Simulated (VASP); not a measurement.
# RuS2 (R-3m) in VASP: a series of runs

One crystal, RuS2, is run at these levels: LDA+U; tasks: single point.

Program: VASP 6.6.1. These are calculated values, not measurements. Logs are shortened: lines on timing, memory, paths and dates and some standing lists are left out, and cuts for length are marked.

### 1 Starting point

Symmetry: R-3m, No. 166, trigonal system. The conventional cell has a = 3.629 Å, b = 3.629 Å, c = 16.458 Å, α = 90.00°, β = 90.00°, γ = 120.00°. Ru (site symmetry -3m) is surrounded by 6 S at 2.49 Å. S (site symmetry 3m) is surrounded by 3 Ru at 2.49 Å.

The cell was built by a generator and needn't be a form met in nature.

### 2 Single point, LDA+U, collinear spin, ferromagnetic start

The input, INCAR:

```
PREC = Accurate
ENCUT = 520
EDIFF = 1E-6
ISMEAR = 0
SIGMA = 0.05
LREAL = F
LASPH = T
NELM = 80
ALGO = Normal
ISIF = 2
LWAVE = F
LCHARG = F
ISPIN = 2
MAGMOM = 1 0 0
LORBIT = 11
NUPDOWN = 2
LMAXMIX = 4
LDAU = T
LDAUTYPE = 2
LDAUL = 2 -1
LDAUU = 8 0
LDAUJ = 0 0
LDAUPRINT = 1
NBANDS = 24
```

The input, KPOINTS:

```
regular mesh
0
Gamma
  6 6 6
```

The input, POSCAR:

```
RuS2
1.0
    1.8145504000      1.0476311600      5.4860692600
   -1.8145504000      1.0476311600      5.4860692600
    0.0000000000     -2.0952623200      5.4860692600
Ru S
1 2
Direct
    0.0000000000      0.0000000000      0.0000000000
    0.2520000000      0.2520000000      0.2520000000
    0.7480000000      0.7480000000      0.7480000000
```

Potentials or basis: VASP PAW LDA potentials, release 64 (Ru_pv, S).

The run is started by

```bash
$ cat potpaw_LDA.64/Ru_pv/POTCAR potpaw_LDA.64/S/POTCAR > POTCAR
$ mpirun -np 1 vasp_std > vasp.out
```

OUTCAR:

```text
PREC = Accurate
   ENCUT = 520
   EDIFF = 1E-6
   ISMEAR = 0
   LREAL = F
   LASPH = T
   NELM = 80
   ISIF = 2
   ISPIN = 2
   LORBIT = 11
   NUPDOWN = 2

 ion  position               nearest neighbor table
   1  0.000  0.000  0.000-   3 2.49   2 2.49   3 2.49   3 2.49   2 2.49   2 2.49
   2  0.252  0.252  0.252-   1 2.49   1 2.49   1 2.49
   3  0.748  0.748  0.748-   1 2.49   1 2.49   1 2.49

  LATTYP: Found a trigonal (rhomboedric) cell.
 ALAT       =     5.8725701466
 COS(alpha) =     0.8090535277

  Lattice vectors:

 A1 = (   1.8145504000,   1.0476311600,   5.4860692600)
 A2 = (  -1.8145504000,   1.0476311600,   5.4860692600)
 A3 = (   0.0000000000,  -2.0952623200,   5.4860692600)

Analysis of symmetry for initial positions (statically):
=====================================================================
 Subroutine PRICEL returns:
 Original cell was already a primitive cell.

 Routine SETGRP: Setting up the symmetry group for a
 trigonal (rhombohedral) supercell.

 Subroutine GETGRP returns: Found 12 space group operations
 (whereof 12 operations were pure point group operations)
 out of a pool of 12 trial point group operations.

The static configuration has the point symmetry D_3d.

Analysis of symmetry for dynamics (positions and initial velocities):
=====================================================================
 Subroutine PRICEL returns:
 Original cell was already a primitive cell.

 Routine SETGRP: Setting up the symmetry group for a
 trigonal (rhombohedral) supercell.

 Subroutine GETGRP returns: Found 12 space group operations
 (whereof 12 operations were pure point group operations)
 out of a pool of 12 trial point group operations.

The dynamic configuration has the point symmetry D_3d.

Analysis of structural, dynamic, and magnetic symmetry:
=====================================================================
 Subroutine PRICEL returns:
 Original cell was already a primitive cell.

 Routine SETGRP: Setting up the symmetry group for a
 trigonal (rhombohedral) supercell.

 Subroutine GETGRP returns: Found 12 space group operations
 (whereof 12 operations were pure point group operations)
 out of a pool of 12 trial point group operations.

The overall configuration has the point symmetry D_3d.

 Subroutine INISYM returns: Found 12 space group operations
 (whereof 12 operations are pure point group operations),
 and found     1 'primitive' translations

----------------------------------------------------------------------------------------

                                     Primitive cell

  volume of cell :      62.5734

  direct lattice vectors                    reciprocal lattice vectors
     1.814550400  1.047631160  5.486069260     0.275550351  0.159089070  0.060759957
    -1.814550400  1.047631160  5.486069260    -0.275550351  0.159089070  0.060759957
     0.000000000 -2.095262320  5.486069260     0.000000000 -0.318178139  0.060759957

  length of vectors
     5.872570147  5.872570147  5.872570146     0.323927616  0.323927616  0.323927617

  position of ions in fractional coordinates (direct lattice)
     0.000000000  0.000000000  0.000000000
     0.252000000  0.252000000  0.252000000
     0.748000000  0.748000000  0.748000000

  ion indices of the primitive-cell ions
   primitive index   ion index
                 1           1
                 2           2
                 3           3

----------------------------------------------------------------------------------------
[... 85 lines left out ...]
   ISMEAR =     0;   SIGMA  =   0.05  broadening in eV -4-tet -1-fermi 0-gaus
   EFERMI_NEDOS =   21; number of points for ismear=-14 and -15
   IALGO  =     38    algorithm
   IMIX   =      4    mixing-type and parameters
     AMIX     =   0.40;   BMIX     =  1.00
     AMIX_MAG =   1.60;   BMIX_MAG =  1.00
  volume/ion in A,a.u.               =      20.86       140.76
  Fermi-wavevector in a.u.,A,eV,Ry     =   1.221619  2.308526 20.304711  1.492354
  Thomas-Fermi vector in A             =   2.356795
   LORBIT       =     11    0 simple, 1 ext, 2 COOP (PROOUT), +10 PAW based schemes
 LDA+U is selected, type is set to LDAUTYPE =  2
   angular momentum for each species LDAUL =     2   -1
   U (eV)           for each species LDAUU =   8.0  0.0
   J (eV)           for each species LDAUJ =   0.0  0.0
   GGA     = CA    functional components
   LHFCALC =     F    Hartree Fock is set to
   AEXX    =    0.0000 exact exchange contribution
   IVDW    =     0    specifies the selected vdW correction
   LEPSILON=     F    determine dielectric tensor
   LRPA    =     F    only Hartree local field effects (RPA)
 spin polarized calculation
 Gauss-broadening in eV      SIGMA  =   0.05
  energy-cutoff  :      520.00
  volume of cell :       62.57
 maximum number of plane-waves:      1700
 NGX is ok and might be reduce to    48
   NGX = 21   NGY = 21   NGZ = 21

 number of electron      26.0000002 magnetization       1.9078711

 Free energy of the ion-electron system (eV)
  ---------------------------------------------------
  ext. energy  EPLUGINS =         0.00000000
  ---------------------------------------------------
  free energy    TOTEN  =       -11.28447048 eV

  energy without entropy =      -11.28320877  energy(sigma->0) =      -11.28383962

atom =   1  type =  1  l = 2

 onsite density matrix

spin component  1

  0.8294  0.0000 -0.0000 -0.1250 -0.0000
  0.0000  0.7280  0.0000  0.0000 -0.1250
 -0.0000  0.0000  0.9020 -0.0000 -0.0000
 -0.1250  0.0000 -0.0000  0.7280 -0.0000
 -0.0000 -0.1250 -0.0000 -0.0000  0.8294

spin component  2

  0.1973  0.0000 -0.0000  0.1566  0.0000
  0.0000  0.2490 -0.0000  0.0000  0.1566
 -0.0000 -0.0000  0.8910  0.0000 -0.0000
  0.1566  0.0000  0.0000  0.2490 -0.0000
  0.0000  0.1566 -0.0000 -0.0000  0.1973

 occupancies and eigenvectors

  o =  0.0645  v =  0.0000  0.0000  0.0000  0.0000  0.0000  0.0000 -0.6470  0.0000 -0.0000  0.7625      0.0000  0.0000  0.0000  0.0000  0.0000  0.0000  0.0000  0.0000  0.0000  0.0000
  o =  0.0645  v =  0.0000  0.0000  0.0000  0.0000  0.0000 -0.7625  0.0000 -0.0000  0.6470  0.0000      0.0000  0.0000  0.0000  0.0000  0.0000  0.0000  0.0000  0.0000  0.0000  0.0000
  o =  0.3819  v =  0.0000  0.0000  0.0000  0.0000  0.0000  0.0000  0.7625  0.0000 -0.0000  0.6470      0.0000  0.0000  0.0000  0.0000  0.0000  0.0000  0.0000  0.0000  0.0000  0.0000
  o =  0.3819  v =  0.0000  0.0000  0.0000  0.0000  0.0000 -0.6470  0.0000  0.0000 -0.7625 -0.0000      0.0000  0.0000  0.0000  0.0000  0.0000  0.0000  0.0000  0.0000  0.0000  0.0000
  o =  0.6438  v =  0.0000  0.8293  0.0000 -0.0000  0.5587  0.0000  0.0000  0.0000  0.0000  0.0000      0.0000  0.0000  0.0000  0.0000  0.0000  0.0000  0.0000  0.0000  0.0000  0.0000
  o =  0.6438  v = -0.5587  0.0000 -0.0000 -0.8293 -0.0000  0.0000  0.0000  0.0000  0.0000  0.0000      0.0000  0.0000  0.0000  0.0000  0.0000  0.0000  0.0000  0.0000  0.0000  0.0000
  o =  0.8910  v =  0.0000  0.0000  0.0000  0.0000  0.0000  0.0000 -0.0000  1.0000 -0.0000 -0.0000      0.0000  0.0000  0.0000  0.0000  0.0000  0.0000  0.0000  0.0000  0.0000  0.0000
  o =  0.9020  v =  0.0000 -0.0000  1.0000 -0.0000  0.0000  0.0000  0.0000  0.0000  0.0000  0.0000      0.0000  0.0000  0.0000  0.0000  0.0000  0.0000  0.0000  0.0000  0.0000  0.0000
  o =  0.9136  v =  0.0000 -0.5587 -0.0000 -0.0000  0.8293  0.0000  0.0000  0.0000  0.0000  0.0000      0.0000  0.0000  0.0000  0.0000  0.0000  0.0000  0.0000  0.0000  0.0000  0.0000
  o =  0.9136  v = -0.8293  0.0000  0.0000  0.5587  0.0000  0.0000  0.0000  0.0000  0.0000  0.0000      0.0000  0.0000  0.0000  0.0000  0.0000  0.0000  0.0000  0.0000  0.0000  0.0000

 number of electron      26.0000003 magnetization       1.9999984

 Free energy of the ion-electron system (eV)
  ---------------------------------------------------
  ext. energy  EPLUGINS =         0.00000000
  ---------------------------------------------------
  free energy    TOTEN  =       -12.73294563 eV

  energy without entropy =      -12.73294561  energy(sigma->0) =      -12.73294562

 E-fermi :   5.0384     XC(G=0): -10.3187

 val. band max:        4.9762124293   @ k =   0.0000   0.0000   0.0000
 cond. band min:       5.2824913292   @ k =   0.5000   0.1667   0.1667
 fundamental gap:      0.3062789000
 Fermi energy:         5.1223573372

 spin component 1

 k-point     1 :       0.0000    0.0000    0.0000
  band No.  band energies     occupation
      1     -39.4009      1.00000
      2     -39.4009      1.00000
      3     -38.4425      1.00000
      4      -8.8171      1.00000
      5      -6.8657      1.00000
      6      -1.8333      1.00000
[... 1289 lines left out ...]
     23      15.8759      0.00000
     24      16.4873      0.00000

 [... further k-points ...]

------------------------ aborting loop because EDIFF is reached ----------------------------------------

  FORCE on cell =-STRESS in cart. coord.  units (eV):
  Direction    XX          YY          ZZ          XY          YZ          ZX
  --------------------------------------------------------------------------------------
  -------------------------------------------------------------------------------------
  Total       -3.9171468     -3.9171468     -1.9898623      0.0000000      0.0000000      0.0000000
  in kB     -100.2975799   -100.2975795    -50.9499351      0.0000000      0.0000000      0.0000000
  external PRESSURE =     -83.8483648 kB  Pullay stress =       0.0000000 kB

 VOLUME and BASIS-vectors are now :
 -----------------------------------------------------------------------------
  energy-cutoff  :      520.00
  volume of cell :       62.57
      direct lattice vectors                 reciprocal lattice vectors
     1.814550400  1.047631160  5.486069260     0.275550351  0.159089070  0.060759957
    -1.814550400  1.047631160  5.486069260    -0.275550351  0.159089070  0.060759957
     0.000000000 -2.095262320  5.486069260     0.000000000 -0.318178139  0.060759957

 POSITION                                       TOTAL-FORCE (eV/Angst)
 -----------------------------------------------------------------------------------
      0.00000      0.00000      0.00000         0.000000     -0.000000     -0.000000
      0.00000      0.00000      4.14747         0.000000      0.000000      0.702994
      0.00000      0.00000     12.31074         0.000000      0.000000     -0.702994
 -----------------------------------------------------------------------------------
    total drift:                               -0.000000      0.000000     -0.000000

  FREE ENERGIE OF THE ION-ELECTRON SYSTEM (eV)
  ---------------------------------------------------
  free  energy   TOTEN  =       -12.7329456328 eV

  energy  without entropy=      -12.7329456062  energy(sigma->0) =      -12.73294562

 total charge

# of ion       s       p       d       tot
------------------------------------------
    1        0.322   6.251   5.757  12.330
    2        1.361   2.280   0.000   3.641
    3        1.361   2.280   0.000   3.641
--------------------------------------------------
tot          3.043  10.811   5.757  19.612

 magnetization (x)

# of ion       s       p       d       tot
------------------------------------------
    1        0.030   0.026   2.223   2.279
    2        0.002  -0.124   0.000  -0.122
    3        0.002  -0.124   0.000  -0.122
--------------------------------------------------
tot          0.033  -0.221   2.223   2.036
```

Wall time 5.8 min (1 thread of AMD EPYC 7R43 (Zen 3), shared host); peak memory 0.26 GiB.

What came out:

```
Free energy                                           : -12.7329 eV
Pressure                                              : -8.4 GPa
Largest force                                         : 0.703 eV/Å
Net moment                                            : 2.00 μB per cell
Site moments                                          : Ru +2.28; S -0.12 μB
Valence electrons inside the program's atomic spheres : Ru 12.33; S 3.64
```

Forces in eV/Å, atoms in the order of the input:
```
Ru   0.000  0.000  0.000
S    0.000  0.000  0.703
S    0.000  0.000 -0.703
```

Stress tensor (GPa, compression positive):
```
-10.03   0.00   0.00
  0.00 -10.03   0.00
  0.00   0.00  -5.09
```

Eigenvalues of the final occupation matrices:
| site | spin | trace | eigenvalues |
| --- | --- | --- | --- |
| site 1 d | 1 | 4.02 | 0.64 0.64 0.90 0.91 0.91 |
| site 1 d | 2 | 1.78 | 0.06 0.06 0.38 0.38 0.89 |

Caveat: the total moment is fixed, so each spin has its own Fermi level. The state reached can hang on the start; a lower one may exist.

### 3 Single point, LDA+U, collinear spin, ferromagnetic start

The input, INCAR:

```
PREC = Accurate ; ENCUT = 520
EDIFF = 1E-6 ; ISMEAR = 0
SIGMA = 0.05 ; LREAL = F
LASPH = T ; NELM = 60
ALGO = Normal ; ISIF = 2
LWAVE = F ; LCHARG = T
ISPIN = 2 ; MAGMOM = 1 0 0
LORBIT = 11 ; LMAXMIX = 4
LDAU = T ; LDAUTYPE = 2
LDAUL = 2 -1 ; LDAUU = 4 0
LDAUJ = 0 0 ; LDAUPRINT = 1
LELF = T ; LVHAR = T
NBANDS = 24
```

The input, KPOINTS:

```
Automatic mesh
0
Gamma
  6 6 6
```

POSCAR is that of step 2.

Potentials or basis: VASP PAW LDA potentials, release 64 (Ru_pv, S).

The run is started by

```bash
$ cat potpaw_LDA.64/Ru_pv/POTCAR potpaw_LDA.64/S/POTCAR > POTCAR
$ mpirun -np 1 vasp_std > vasp.out
```

It took 5.7 min on 1 thread of AMD EPYC 7R43 (Zen 3), shared host; peak memory 0.26 GiB.

The run converged. Its results:

| Quantity | Value |
| --- | --- |
| Free energy | -15.8336 eV |
| Pressure | -13.8 GPa |
| Largest force | 1.096 eV/Å |
| Band gap on the k mesh | none (metal or under the smearing width) |
| Net moment | 1.94 μB per cell |
| Site moments | Ru +1.69; S +0.06 μB |
| Valence electrons inside the program's atomic spheres | Ru 12.33; S 3.61 |

Forces in eV/Å, atoms in the order of the input:
```
Ru   0.000  0.000  0.000
S    0.000  0.000  1.096
S    0.000  0.000 -1.096
```

Stress tensor (GPa, compression positive):
```
-16.33   0.00   0.00
  0.00 -16.33   0.00
  0.00   0.00  -8.69
```

Levels at points of the mesh, in eV from the Fermi level:
Spin up:
```
           k point  band 10  band 11  band 12  band 13  band 14  band 15  band 16  band 17  band 18  band 19
(0.00, 0.00, 0.00)    -3.34    -1.43    -0.41    -0.41     0.17     2.20     2.20     5.30     5.53     8.39
(0.50, 0.00, 0.00)    -3.28    -2.38    -2.08    -1.90    -1.74     1.78     1.94     6.40     6.74     8.63
(0.50, 0.50, 0.00)    -3.28    -2.37    -2.24    -2.09    -1.32     2.50     2.58     4.91     5.86     8.16
(0.50, 0.50, 0.50)    -3.30    -2.10    -0.77    -0.65    -0.65     2.39     2.39     5.96     7.11     9.03
```
Spin down:
| k point | band 9 | band 10 | band 11 | band 12 | band 13 | band 14 | band 15 | band 16 |
| --- | --- | --- | --- | --- | --- | --- | --- | --- |
| (0.00, 0.00, 0.00) | -0.71 | -0.30 | -0.30 | -0.28 | -0.28 | 0.25 | 2.90 | 2.90 |
| (0.50, 0.00, 0.00) | -3.47 | -1.96 | -1.60 | -1.36 | 0.52 | 0.55 | 2.56 | 2.69 |
| (0.50, 0.50, 0.00) | -2.82 | -1.95 | -1.50 | -1.21 | 0.33 | 0.56 | 3.20 | 3.23 |
| (0.50, 0.50, 0.50) | -2.02 | -0.54 | -0.54 | -0.28 | -0.28 | -0.23 | 3.12 | 3.12 |

Eigenvalues of the final occupation matrices:
| site | spin | trace | eigenvalues |
| --- | --- | --- | --- |
| site 1 d | 1 | 3.74 | 0.54 0.54 0.87 0.89 0.89 |
| site 1 d | 2 | 2.09 | 0.19 0.19 0.45 0.45 0.81 |

Caveat: forces of over 1 eV/Å show positions far from the minimum, so gaps and moduli don't describe the material at rest.
